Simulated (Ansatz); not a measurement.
**CdO (Fm-3m): lattice vibrations**

```xyz
2
Lattice="0.0000 2.3453 2.3453 2.3453 0.0000 2.3453 2.3453 2.3453 0.0000" Properties=species:S:1:pos:R:3 pbc="T T T"
Cd    0.0000    0.0000    0.0000
O     2.3453    2.3453    2.3453
```

Computed, not measured; unless marked otherwise by PBEsol, all-electron LAPW in Ansatz 0.2.0, scalar-relativistic. k mesh 14×14×14, Fermi-Dirac smearing of 0.050 eV, basis error target 1 meV/atom. The cell was relaxed by PAW under this functional.

Atoms are displaced by 0.01 Å in the smallest supercells that hold the wave vectors of a 2×2×2 mesh. Negative values stand for unstable modes.

Task: What are the phonon energies at the solved wave vectors, in cm⁻¹?

Result: 

```tsv
q	point	modes (cm⁻¹)
0.000 0.000 0.000	Gamma	253.9 (×3)
0.500 0.000 0.000	L	105.7 (×2), 200.4 (×2), 202.3, 431.1
0.500 0.500 0.000	X	93.2 (×2), 147.8, 313.2 (×2), 380.7
```

Task: Is the structure dynamically stable at these wave vectors?

Result: Yes, no mode is unstable there; wave vectors off this mesh aren't tested.

Task: How do the optical zone-centre modes decompose, and which are active?

Result: Point group m-3m: Γ_opt = T1u.

```tsv
label	cm⁻¹	activity	mostly
T1u	253.9	IR	O (88 %)
```

In a metal the activity is that of symmetry alone; free carriers screen the infrared modes.

Task: How well do frozen-core PAW files reproduce these all-electron values?

Result: With a cutoff of 420 eV and displacements of 0.0025 Å, the r.m.s. difference over the modes is 0.8 cm⁻¹; the largest difference is 252.5 (PAW) against 253.9 cm⁻¹ (LAPW).

Task: The cell is scaled evenly to 25.285 and 26.317 Å³ (from 25.801), with free atoms relaxed and the shape held. What are the mode Grüneisen parameters γ = −d ln ω/d ln V?

Result: For the highest mode, 444.0 cm⁻¹ in the small cell and 418.8 in the large one give γ ≈ 1.46. From the change of the dynamical matrix on each mode:

```
point   cm⁻¹     γ
Gamma  253.9  3.28
    L  105.7  2.51
    L  200.4  4.24
    L  202.3  1.34
    L  431.1  1.47
    X   93.2  0.06
    X  147.8  0.85
    X  313.2  2.48
    X  380.7  1.87
```

Weighted by the modes' heat capacities at 300 K, the mean on this mesh is 2.18; it moves with the q mesh, and a coarse one overweights the zone boundary.

Limits of these numbers: the gap is closed or tiny at this level, so small that the run used smearing; responses move with mesh and smearing; the frozen-core PAW files of the compared runs were fitted under PBE, their cores solved anew for this functional; responses of metals move with mesh and smearing.
